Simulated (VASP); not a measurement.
# Al (Fm-3m) in VASP: further runs

The runs below take Al through band structure, with PBE.

All numbers are computed with VASP 6.6.1; they aren't measurements. Logs are shortened: lines on timing, memory, paths and dates and some standing lists are left out, and cuts for length are marked.

**1. The structure**

Symmetry: Fm-3m, No. 225, cubic system. The conventional cell has a = 4.050 Å, b = 4.050 Å, c = 4.050 Å, α = 90.00°, β = 90.00°, γ = 90.00°. Al (site symmetry m-3m) is surrounded by 12 Al at 2.86 Å.

**2. Band structure, PBE**

The input, INCAR:

```
PREC = Accurate
ENCUT = 500
EDIFF = 1E-6
ISMEAR = -1
SIGMA = 0.05
LREAL = F
LASPH = T
NELM = 100
ALGO = Fast
ISIF = 2
LWAVE = F
LCHARG = F
GGA = PE
```

The input, KPOINTS:

```
regular mesh
0
Gamma
  11 11 11
```

The input, POSCAR:

```
Al
1.0
    0.0000000000      2.0248050000      2.0248050000
    2.0248050000      0.0000000000      2.0248050000
    2.0248050000      2.0248050000      0.0000000000
Al
1
Direct
    0.0000000000      0.0000000000      0.0000000000
```

The input, KPOINTS_OPT:

```
path GXWKGLUWLK,UX
10
line-mode
reciprocal
 0.0000000000  0.0000000000  0.0000000000  G
 0.5000000000  0.0000000000  0.5000000000  X

 0.5000000000  0.0000000000  0.5000000000  X
 0.5000000000  0.2500000000  0.7500000000  W

 0.5000000000  0.2500000000  0.7500000000  W
 0.3750000000  0.3750000000  0.7500000000  K

 0.3750000000  0.3750000000  0.7500000000  K
 0.0000000000  0.0000000000  0.0000000000  G

 0.0000000000  0.0000000000  0.0000000000  G
 0.5000000000  0.5000000000  0.5000000000  L

 0.5000000000  0.5000000000  0.5000000000  L
 0.6250000000  0.2500000000  0.6250000000  U

 0.6250000000  0.2500000000  0.6250000000  U
 0.5000000000  0.2500000000  0.7500000000  W

 0.5000000000  0.2500000000  0.7500000000  W
 0.5000000000  0.5000000000  0.5000000000  L

 0.5000000000  0.5000000000  0.5000000000  L
 0.3750000000  0.3750000000  0.7500000000  K

 0.6250000000  0.2500000000  0.6250000000  U
 0.5000000000  0.0000000000  0.5000000000  X
```

Potentials or basis: VASP PAW PBE potentials, release 64 (Al).

Launch:

```bash
> cat potpaw_PBE.64/Al/POTCAR > POTCAR
> mpirun -np 1 vasp_std > vasp.out
```

OUTCAR:

```text
PREC = Accurate
   ENCUT = 500
   EDIFF = 1E-6
   ISMEAR = -1
   LREAL = F
   LASPH = T
   NELM = 100
   ISIF = 2
   GGA = PE

 ion  position               nearest neighbor table
   1  0.000  0.000  0.000-

  LATTYP: Found a face centered cubic cell.
 ALAT       =     4.0496100000

  Lattice vectors:

 A1 = (   0.0000000000,   2.0248050000,   2.0248050000)
 A2 = (   2.0248050000,   0.0000000000,   2.0248050000)
 A3 = (   2.0248050000,   2.0248050000,   0.0000000000)

Analysis of symmetry for initial positions (statically):
=====================================================================
 Subroutine PRICEL returns:
 Original cell was already a primitive cell.

 Routine SETGRP: Setting up the symmetry group for a
 face centered cubic supercell.

 Subroutine GETGRP returns: Found 48 space group operations
 (whereof 48 operations were pure point group operations)
 out of a pool of 48 trial point group operations.

The static configuration has the point symmetry O_h .

Analysis of symmetry for dynamics (positions and initial velocities):
=====================================================================
 Subroutine PRICEL returns:
 Original cell was already a primitive cell.

 Routine SETGRP: Setting up the symmetry group for a
 face centered cubic supercell.

 Subroutine GETGRP returns: Found 48 space group operations
 (whereof 48 operations were pure point group operations)
 out of a pool of 48 trial point group operations.

The dynamic configuration has the point symmetry O_h .

 Subroutine INISYM returns: Found 48 space group operations
 (whereof 48 operations are pure point group operations),
 and found     1 'primitive' translations

----------------------------------------------------------------------------------------

                                     Primitive cell

  volume of cell :      16.6027

  direct lattice vectors                    reciprocal lattice vectors
     0.000000000  2.024805000  2.024805000    -0.246937359  0.246937359  0.246937359
     2.024805000  0.000000000  2.024805000     0.246937359 -0.246937359  0.246937359
     2.024805000  2.024805000  0.000000000     0.246937359  0.246937359 -0.246937359

  length of vectors
     2.863506692  2.863506692  2.863506692     0.427708053  0.427708053  0.427708053

  position of ions in fractional coordinates (direct lattice)
     0.000000000  0.000000000  0.000000000

  ion indices of the primitive-cell ions
   primitive index   ion index
                 1           1

----------------------------------------------------------------------------------------

 KPOINTS: regular mesh

Automatic generation of k-mesh.
 Grid dimensions read from file:
 generate k-points for:   11   11   11

 Generating k-lattice:

  Cartesian coordinates                     Fractional coordinates (reciprocal lattice)
    -0.022448851  0.022448851  0.022448851     0.090909091  0.000000000  0.000000000
     0.022448851 -0.022448851  0.022448851     0.000000000  0.090909091  0.000000000
     0.022448851  0.022448851 -0.022448851     0.000000000  0.000000000  0.090909091

  Length of vectors
     0.038882550  0.038882550  0.038882550

  Shift w.r.t. Gamma in fractional coordinates (k-lattice)
     0.000000000  0.000000000  0.000000000

 Subroutine IBZKPT returns following result:
 ===========================================

 Found     56 irreducible k-points:

 Following reciprocal coordinates:
            Coordinates               Weight
  0.000000  0.000000  0.000000      1.000000
  0.090909  0.000000  0.000000      8.000000
  0.181818  0.000000  0.000000      8.000000
  0.272727  0.000000  0.000000      8.000000
  0.363636  0.000000  0.000000      8.000000
  0.454545  0.000000  0.000000      8.000000
[... 16 lines left out ...]
 -0.272727  0.181818  0.000000     24.000000
 -0.181818  0.181818  0.000000     12.000000
 [... further k-points ...]
   k-points           NKPTS =     56   k-points in BZ     NKDIM =     56   number of bands    NBANDS=      5
   number of dos      NEDOS =    301   number of ions     NIONS =      1
   total plane-waves  NPLWV =  13824
   dimension x,y,z NGX =    24 NGY =   24 NGZ =   24
   dimension x,y,z NGXF=    48 NGYF=   48 NGZF=   48
   ions per type =               1
   NGX,Y,Z   is equivalent  to a cutoff of  13.93, 13.93, 13.93 a.u.
   NGXF,Y,Z  is equivalent  to a cutoff of  27.87, 27.87, 27.87 a.u.
 SYSTEM =  unknown system
   PREC   = accura    normal or accurate (medium, high low for compatibility)
   ISTART =      0    job   : 0-new  1-cont  2-samecut
   ICHARG =      2    charge: 1-file 2-atom 10-const
   ISPIN  =      1    spin polarized calculation?
   LNONCOLLINEAR =      F non collinear calculations
   LSORBIT =      F    spin-orbit coupling
   LASPH  =      T    aspherical Exc in radial PAW
   ENCUT  =  500.0 eV  36.75 Ry    6.06 a.u.   5.22  5.22  5.22*2*pi/ulx,y,z
   NELM   =    100;   NELMIN=  2; NELMDL= -5     # of ELM steps
   EDIFF  = 0.1E-05   stopping-criterion for ELM
[... 8 lines left out ...]
   TEBEG  =    0.0;   TEEND  =   0.0 temperature during run
   PSTRESS=    0.0 pullay stress
   NELECT =       3.0000    total number of electrons
   NUPDOWN=      -1.0000    fix difference up-down
   EMIN   =  10.00;   EMAX   =-10.00  energy-range for DOS
   EFERMI =   0.00;   METHOD = LEGACY
   ISMEAR =    -1;   SIGMA  =   0.05  broadening in eV -4-tet -1-fermi 0-gaus
   EFERMI_NEDOS =   21; number of points for ismear=-14 and -15
   IALGO  =     68    algorithm
   IMIX   =      4    mixing-type and parameters
     AMIX     =   0.40;   BMIX     =  1.00
     AMIX_MAG =   1.60;   BMIX_MAG =  1.00
  volume/ion in A,a.u.               =      16.60       112.04
  Fermi-wavevector in a.u.,A,eV,Ry     =   0.925526  1.748991 11.654733  0.856599
  Thomas-Fermi vector in A             =   2.051390
   LORBIT       =      0    0 simple, 1 ext, 2 COOP (PROOUT), +10 PAW based schemes
   GGA     = PE    functional components
   LHFCALC =     F    Hartree Fock is set to
   AEXX    =    0.0000 exact exchange contribution
   IVDW    =     0    specifies the selected vdW correction
   LEPSILON=     F    determine dielectric tensor
   LRPA    =     F    only Hartree local field effects (RPA)
 non-spin polarized calculation
 RMM-DIIS sequential band-by-band and
  energy-cutoff  :      500.00
  volume of cell :       16.60
 maximum number of plane-waves:       440
 NGX is ok and might be reduce to    24
   NGX = 11   NGY = 11   NGZ = 11

 number of electron       3.0000000 magnetization

 Free energy of the ion-electron system (eV)
  ---------------------------------------------------
  ext. energy  EPLUGINS =         0.00000000
  ---------------------------------------------------
  free energy    TOTEN  =        -3.75566679 eV

  energy without entropy =       -3.75165727  energy(sigma->0) =       -3.75366203

 E-fermi :   7.9483     XC(G=0): -10.1741

 val. band max:        7.9415352635   @ k =  -0.4545   0.3636   0.0000
 cond. band min:       7.9686889508   @ k =   0.4545   0.1818   0.0909
 fundamental gap:      0.0271536873
 Fermi energy:         7.9483146528

 k-point     1 :       0.0000    0.0000    0.0000
  band No.  band energies     occupation
      1      -3.1560      2.00000
      2      20.5205      0.00000
      3      20.5205      0.00000
      4      20.5205      0.00000
      5      21.9657      0.00000

 k-point     2 :       0.0909    0.0000    0.0000
  band No.  band energies     occupation
      1      -2.9323      2.00000
      2      17.5994      0.00000
      3      19.8722      0.00000
      4      19.8722      0.00000
      5      22.6563      0.00000

 k-point     3 :       0.1818    0.0000    0.0000
  band No.  band energies     occupation
      1      -2.2635      2.00000
      2      13.9569      0.00000
      3      19.1387      0.00000
      4      19.1387      0.00000
      5      22.4119      0.00000

 k-point     4 :       0.2727    0.0000    0.0000
  band No.  band energies     occupation
      1      -1.1556      2.00000
      2      10.5347      0.00000
      3      18.7299      0.00000
      4      18.7299      0.00000
      5      22.2048      0.00000

 k-point     5 :       0.3636    0.0000    0.0000
  band No.  band energies     occupation
      1       0.3814      2.00000
      2       7.4344      1.99993
      3      18.6858      0.00000
      4      18.6858      0.00000
      5      20.8052      0.00000

 k-point     6 :       0.4545    0.0000    0.0000
  band No.  band energies     occupation
      1       2.3329      2.00000
      2       4.6971      2.00000
      3      19.0145      0.00000
      4      19.0145      0.00000
      5      19.7270      0.00000

 k-point     7 :       0.0909    0.0909    0.0000
  band No.  band energies     occupation
      1      -2.8579      2.00000
      2      18.6103      0.00000
      3      18.6103      0.00000
      4      18.9133      0.00000
      5      21.2992      0.00000

 k-point     8 :       0.1818    0.0909    0.0000
  band No.  band energies     occupation
      1      -2.3376      2.00000
      2      15.2781      0.00000
      3      17.6846      0.00000
      4      19.0263      0.00000
      5      21.6361      0.00000

 k-point     9 :       0.2727    0.0909    0.0000
  band No.  band energies     occupation
      1      -1.3765      2.00000
      2      11.8059      0.00000
      3      17.1287      0.00000
      4      18.6857      0.00000
      5      19.9926      0.00000
[... 73 lines left out ...]
 k-point    19 :       0.3636    0.1818    0.0000
  band No.  band energies     occupation
      1       0.0894      2.00000
      2      10.1591      0.00000
      3      15.6025      0.00000
      4      15.6029      0.00000
      5      17.2550      0.00000

 k-point    20 :       0.4545    0.1818    0.0000
  band No.  band energies     occupation
      1       1.7560      2.00000
      2       7.2133      2.00000
      3      14.1985      0.00000
      4      15.6727      0.00000
      5      17.4066      0.00000

 k-point    21 :      -0.4545    0.1818    0.0000
  band No.  band energies     occupation
      1       3.8162      2.00000
      2       4.6343      2.00000
      3      13.1914      0.00000
      4      16.1247      0.00000
      5      17.9325      0.00000

 k-point    22 :      -0.3636    0.1818    0.0000
  band No.  band energies     occupation
      1       2.4041      2.00000
      2       6.2948      2.00000
      3      12.5990      0.00000
      4      16.9591      0.00000
      5      18.8529      0.00000

 k-point    23 :      -0.2727    0.1818    0.0000
  band No.  band energies     occupation
      1       0.5993      2.00000
      2       9.0791      0.00000
      3      12.4615      0.00000
      4      18.1730      0.00000
      5      20.1513      0.00000

 k-point    24 :      -0.1818    0.1818    0.0000
  band No.  band energies     occupation
      1      -0.7882      2.00000
      2      11.7516      0.00000
      3      13.1870      0.00000
      4      19.7512      0.00000
      5      21.7733      0.00000

 [... further k-points ...]

------------------------ aborting loop because EDIFF is reached ----------------------------------------

  FORCE on cell =-STRESS in cart. coord.  units (eV):
  Direction    XX          YY          ZZ          XY          YZ          ZX
  --------------------------------------------------------------------------------------
  -------------------------------------------------------------------------------------
  Total       -0.0483700     -0.0483700     -0.0483700      0.0000000      0.0000000      0.0000000
  in kB       -4.6677418     -4.6677418     -4.6677418      0.0000000      0.0000000      0.0000000
  external PRESSURE =      -4.6677418 kB  Pullay stress =       0.0000000 kB

 VOLUME and BASIS-vectors are now :
 -----------------------------------------------------------------------------
  energy-cutoff  :      500.00
  volume of cell :       16.60
      direct lattice vectors                 reciprocal lattice vectors
     0.000000000  2.024805000  2.024805000    -0.246937359  0.246937359  0.246937359
     2.024805000  0.000000000  2.024805000     0.246937359 -0.246937359  0.246937359
     2.024805000  2.024805000  0.000000000     0.246937359  0.246937359 -0.246937359

 POSITION                                       TOTAL-FORCE (eV/Angst)
 -----------------------------------------------------------------------------------
      0.00000      0.00000      0.00000         0.000000      0.000000      0.000000
 -----------------------------------------------------------------------------------
    total drift:                               -0.000000      0.000000      0.000000

  FREE ENERGIE OF THE ION-ELECTRON SYSTEM (eV)
  ---------------------------------------------------
  free  energy   TOTEN  =        -3.7556667949 eV

  energy  without entropy=       -3.7516572655  energy(sigma->0) =       -3.75366203
```

It took 6.7 s on 1 thread of Intel Xeon Platinum 8488C (Sapphire Rapids), shared host; peak memory 0.13 GiB.

What came out:

| Quantity | Value |
| --- | --- |
| Free energy | -3.7557 eV |
| Pressure | -0.5 GPa |
| Band gap along the path | none (metal or under the smearing width) |

Levels at the corners of the path, in eV from the Fermi level:
```
point  band 1  band 2  band 3  band 4  band 5
    Γ  -11.10   12.57   12.57   12.57   14.02
    X   -2.92   -1.61    5.24    5.55    5.55
    X   -2.92   -1.61    5.24    5.55    5.55
    W   -0.85   -0.85    0.17    1.06   15.76
    W   -0.85   -0.85    0.17    1.06   15.76
    K   -1.89   -1.36   -0.42    6.52    8.16
    K   -1.89   -1.36   -0.42    6.52    8.16
    Γ  -11.10   12.57   12.57   12.57   14.02
    Γ  -11.10   12.57   12.57   12.57   14.02
    L   -4.58   -4.38   11.33   11.33   11.42
    L   -4.58   -4.38   11.33   11.33   11.42
    U   -1.89   -1.36   -0.42    6.52    8.16
    U   -1.89   -1.36   -0.42    6.52    8.16
    W   -0.85   -0.85    0.17    1.06   15.80
    W   -0.85   -0.85    0.17    1.06   15.76
    L   -4.58   -4.38   11.33   11.33   11.42
    L   -4.58   -4.38   11.33   11.33   11.42
    K   -1.89   -1.36   -0.42    6.52    8.16
    U   -1.89   -1.36   -0.42    6.52    8.16
    X   -2.92   -1.61    5.24    5.55    5.55
```

(Part 1 of 3 ends here.)
